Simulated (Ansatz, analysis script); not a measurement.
# Free-standing square Os monolayer, spacing 2.904 Å: energy against the total moment, part 2 of 2

Wanted: E(M), the field that holds each moment, and the spin susceptibility of a free-standing square Os monolayer, spacing 2.904 Å.

Ansatz 0.2.0; PBE, PAW set soft_2.

So far. Step 6 (Total moment fixed at 1.764 μB): The energy is -168 meV from the state without spin, and the largest site carries 1.50 μB.

### Step 7. Total moment fixed at 2.772 μB

Level of this step: Ansatz DFT, collinear, total moment fixed by two Fermi levels; PBE, PAW default (Ansatz).

File input.yaml:

```yaml
crystal:
  lattice:
    - [2.904, 0.0, 0.0]
    - [0.0, 2.904, 0.0]
    - [0.0, 0.0, 14.0]
  atoms:
    - { symbol: Os, position: [0.0, 0.0, 0.5], spin: 2.772 }
magnetization:
  spin_polarized: true
  initial_magnetization: 2.772
  spin_locking: { lock_magnetization: hard }
kpoints:
  mp_grid: { grid: [10, 10, 1] }
hamiltonian:
  xc: pbe
scf:
  occupations: { method: fermi_dirac, width: 0.05 }
  max_iter: 120
  convergence: { dr2_threshold: 1.0e-08 }
basis:
  ecutwfc: 420.0
```

On the command line:

```
ansatz run input.yaml --threads 1 --pin off --max-ram 2048MiB --backend cpu --events-out ev --progress --plain --runs-dir out
```

Numbers of over 12 decimals in the logs are rounded to 6 here.

The program printed:

```text
[...]
Crystal: 1 atoms, lattice volume = 118.065 Å³
Basis set: ecut = 420 eV, 2291 PW (Γ)
Bands: 14, of which v1, the nominal top of the filled ones, is band 8 counted from 1 (7 counted from 0)
Symmetry: 16 space group operations
[...]
k-points: 21 of 100
[...]
Starting moments: Σ|m| = 2.772 μB on 1 of 1 site
[...]
SCF iter   9: F=-11379.886373 eV  HF=-11379.886373 eV  |F-HF|=5.17e-10  |Δ(HF+E_count)|=   8.53e-9  Δρ=8.96e-7 (↑8.96e-7 ↓5.66e-7)  dr2=1.25e-9  dr2_m=1.95e-10  M=2.772 μB ∫|m|=2.777 μB  ethr=6.25e-11  ⟨swp⟩=1.0  Hψ=1558  notcnv=0
SCF 1 converged in 9 iterations: F = -11379.886373 eV  dr2 = 1.25e-9
[...]
SCF converged after 9 iterations
[...]
Magnetization: 2.7720 μB (9.3860 up, 6.6140 down)
Absolute magnetization: 2.7767 μB (∫|ρ↑−ρ↓|, with the PAW one-centre terms)
[...]
Per-site moments (μB) at R_I (Å): [(2.334987, 1.1979)]
Free energy (F): -11379.886373 eV
[...]
Internal energy: -11379.868367 eV  (E = F + TS)
E sigma→0 (E₀):  -11379.877370 eV
Entropy (-TS):   -0.018006 eV (-18.006 meV/atom)
Fermi energy:    -1.109255 (↑ -0.904544, ↓ -1.313967) eV
[...]
```

Elapsed: 2.8 s, on 1 thread of Arm Neoverse V2, shared host; peak memory 0.33 GiB.

The energy is -147 meV from the state without spin, and the largest site carries 2.33 μB.

The other 7 runs of this kind were made alike; their results stand in the table below.

### Step 8. No field, tight threshold

A field gives a second route to the same curve. A thousand tesla shift each spin by 58 meV, and the threshold is tightened so that small induced moments are resolved.

input.yaml, the sections that differ from step 7:

```yaml
crystal:
  lattice:
    - [2.904, 0.0, 0.0]
    - [0.0, 2.904, 0.0]
    - [0.0, 0.0, 14.0]
  atoms:
    - { symbol: Os, position: [0.0, 0.0, 0.5], spin: 1.8 }
magnetization:
  spin_polarized: true
scf:
  occupations: { method: fermi_dirac, width: 0.05 }
  max_iter: 120
  convergence: { dr2_threshold: 1.0e-10 }
# kpoints, hamiltonian, basis: as in step 7
```

The program printed:

```text
[...]
Crystal: 1 atoms, lattice volume = 118.065 Å³
Basis set: ecut = 420 eV, 2291 PW (Γ)
Bands: 13, of which v1, the nominal top of the filled ones, is band 8 counted from 1 (7 counted from 0)
Symmetry: 16 space group operations
[...]
k-points: 21 of 100
[...]
Starting moments: Σ|m| = 1.8 μB on 1 of 1 site
[...]
SCF iter  12: F=-11379.921639 eV  HF=-11379.921639 eV  |F-HF|=3.64e-12  |Δ(HF+E_count)|=  3.64e-12  Δρ=1.94e-8 (↑1.94e-8 ↓1.74e-8)  dr2=3.27e-13  dr2_m=2.55e-13  M=2.133 μB ∫|m|=2.149 μB  ethr=1.00e-12  ⟨swp⟩=1.0  Hψ=1263  notcnv=0
SCF 1 converged in 12 iterations: F = -11379.921639 eV  dr2 = 3.27e-13
[...]
SCF converged after 12 iterations
Magnetization: 2.1326 μB (9.0663 up, 6.9337 down)
Absolute magnetization: 2.1489 μB (∫|ρ↑−ρ↓|, with the PAW one-centre terms)
[...]
Per-site moments (μB) at R_I (Å): [(1.804444, 1.1979)]
Free energy (F): -11379.921639 eV
[...]
Internal energy: -11379.903622 eV  (E = F + TS)
E sigma→0 (E₀):  -11379.912630 eV
Entropy (-TS):   -0.018016 eV (-18.016 meV/atom)
Fermi energy:    -1.477639 eV
[...]
```

Run time: 3.2 s. Hardware: 1 thread; peak memory 0.33 GiB.

The net moment is 2.13 μB a cell.

### Step 9. Field of 1500 T

Changes to input.yaml since step 8:

```diff
@@ -9,2 +9,3 @@
   spin_polarized: true
+  magnetic_field: 1500.0
 kpoints:
```

The program printed:

```text
[...]
Crystal: 1 atoms, lattice volume = 118.065 Å³
Basis set: ecut = 420 eV, 2291 PW (Γ)
Bands: 13, of which v1, the nominal top of the filled ones, is band 8 counted from 1 (7 counted from 0)
Symmetry: 16 space group operations
[...]
k-points: 21 of 100
[...]
Starting moments: Σ|m| = 1.8 μB on 1 of 1 site
[...]
SCF converged after 14 iterations
Magnetization: 2.6313 μB (9.3156 up, 6.6844 down)
Absolute magnetization: 2.6409 μB (∫|ρ↑−ρ↓|, with the PAW one-centre terms)
[...]
Per-site moments (μB) at R_I (Å): [(2.223138, 1.1979)]
Free energy (F): -11380.134940 eV
[...]
Internal energy: -11380.115445 eV  (E = F + TS)
E sigma→0 (E₀):  -11380.125192 eV
Entropy (-TS):   -0.019496 eV (-19.496 meV/atom)
Fermi energy:    -1.257867 eV
[...]
```

It took 3.4 s on 1 thread; peak memory 0.32 GiB.

The net moment is 2.63 μB a cell.

The other 2 runs of this kind were made alike; their results stand in the table below.

### Step 10. The curves

Table of energy less the state without spin by total moment:

```csv
total moment (μB/cell),energy less the state without spin (meV/cell)
0.00,0
0.25,-27.4
0.50,-49.2
0.76,-71.8
1.01,-95.9
1.26,-120
1.51,-144
1.76,-168
2.02,-181
2.27,-181
2.52,-175
2.77,-147
```

The field that holds a moment is half the difference of the two Fermi levels over μB.

Field that holds the moment against total moment:

```
total moment (μB/cell)  field that holds the moment (T)
                  0.25                            -1447
                  0.50                            -1525
                  0.76                            -1580
                  1.01                            -1722
                  1.26                            -1609
                  1.51                            -1698
                  1.76                            -1397
                  2.02                             -449
                  2.27                              292
                  2.52                              763
                  2.77                             3537
```

Total moment against field:

| field (T) | total moment (μB/cell) |
| --- | --- |
| 0 | 2.13 |
| 300 | 2.27 |
| 600 | 2.48 |
| 1500 | 2.63 |

The curve does not join the state without spin smoothly (the slope dE/dM at the first moment does not lead to it, since local moments or a jump lie between), so that state is only the zero of energy, and no Stoner or Landau analysis is made.

### Step 11. Results

| Quantity | Value |
| --- | --- |
| state of the free run | ferromagnetic |
| net moment of the free run | 2.13 μB |
| energy of the free run from the state without spin | -183 meV a cell |
| lowest of the fixed moments tried | M = 2.268 μB, -181 meV |
| dM/dB between 0 and 300 T | 0.471 μB a cell per 1000 T |

In words: At this level the system is magnetic: the free run keeps 1.80 μB on the largest site. No other order was typed. The free run, at 2.13 μB, lies 183 meV under the state without spin and so below every fixed moment tried: the minimum falls between two of them. Among the fixed moments, E(M) falls 181 meV below the state without spin and is lowest near 2.268 μB on this grid. The field acts on spins alone. The 15 fixed-moment and field runs took 48 s of wall time, added up. The mesh is coarse for a state with partly filled levels, so small values and close rankings are not settled. Energies are free energies at a smearing of 0.05 eV, and with partly filled levels differences shift, at times strongly, as the smearing goes to zero. The cell was taken as built, with atoms unrelaxed.

[Logs and program files are shortened in this print: banners, set-up blocks, solver, clock and traceback lines can be left out without a mark of their own.]

[Logs are printed without paths, hosts, clocks, repeated set-up lines and the standing remarks that a program may print on its own settings, such as how far it seeks lower states.]

[Hosts, paths, dates, database ids (printed as entryN), source tags and the programs' standing remarks are cut or masked in the printed files.]
